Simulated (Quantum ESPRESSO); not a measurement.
The system is C.

```
CELL_PARAMETERS angstrom
0.00000 1.78337 1.78337
1.78337 0.00000 1.78337
1.78337 1.78337 0.00000
ATOMIC_POSITIONS crystal
C 0.75000 0.75000 0.75000
C 0.50000 0.50000 0.50000
```

This isn't the form of C at room conditions, which is graphite.

* Program: Quantum ESPRESSO 7.5
* Task: phonons
* Functional: PBE
* Potentials or basis: GBRV 1.5 PBE
* Cutoff: 612 eV
* Density cutoff: 4898 eV
* k mesh: 12 × 12 × 12, shifted
* Occupations: fermi-dirac, width 0.05 eV
* Spin: no spin polarisation
* Mixing beta: 0.5
* Most SCF iterations: 120
* SCF threshold: 4e-10 Ry

The cell and the atoms were relaxed first, to 5.69 Å³/atom (a = 2.525 Å, b = 2.525 Å, c = 2.525 Å, α = 60.00°, β = 60.00°, γ = 60.00°), and the response was taken there.

The first run showed a gap, so the response started from a second, tighter run with fixed occupations.

Where do the zone-centre optical modes lie?

T2g at 1294 cm⁻¹ (Raman).

Optical modes at Γ, degenerate ones joined, polar ones without the macroscopic field:
```csv
cm⁻¹,components,symmetry,active in,"IR intensity, summed ((D/Å)²/amu)"
1294,3,T2g,Raman,0.00
```

Born effective charge tensors (e):
atom 1, C
```
0.00 0.00 0.00
0.00 0.00 0.00
0.00 0.00 0.00
```
atom 2, C
```
0.00 0.00 0.00
0.00 0.00 0.00
0.00 0.00 0.00
```

Electronic dielectric tensor:
```
5.82 0.00 0.00
0.00 5.82 0.00
0.00 0.00 5.82
```

Static dielectric tensor, electrons and zone-centre modes:
```
5.82 0.00 0.00
0.00 5.82 0.00
0.00 0.00 5.82
```
